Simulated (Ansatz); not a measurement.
The system is Cs.

```xyz
1
Lattice="-3.1285 3.1285 3.1285 3.1285 -3.1285 3.1285 3.1285 3.1285 -3.1285" Properties=species:S:1:pos:R:3 pbc="T T T"
Cs    0.0000    0.0000    0.0000
```

| Item | Value |
| --- | --- |
| Program | Ansatz 0.2.0 |
| Task | single point |
| Functional | PBE |
| Potentials or basis | all-electron LAPW, scalar-relativistic |
| Cutoff | 42 eV (chosen from the basis error) |
| Basis error allowed | 0.001 eV/atom |
| k mesh | 6 × 6 × 6 |
| Occupations | fermi-dirac, width 0.05 eV |
| Spin | no spin polarisation |

On this cell: pressure -0.1 GPa; band gap on the k mesh none (metal or under the smearing width).

The same run follows on a disturbed copy (cell strained at random at fixed volume):

```
Cs
1.0
    -3.26995    3.20716    3.27462
     3.13948   -3.06094    2.99793
     3.18433    2.97532   -3.12840
Cs
1
Direct
  0.99977 0.00612 0.00319
```

**Question.** What changes?

**Answer.** The energy (extrapolated to zero smearing) moves by -0.8 meV/atom; pressure -0.1 GPa; band gap on the k mesh none (metal or under the smearing width).
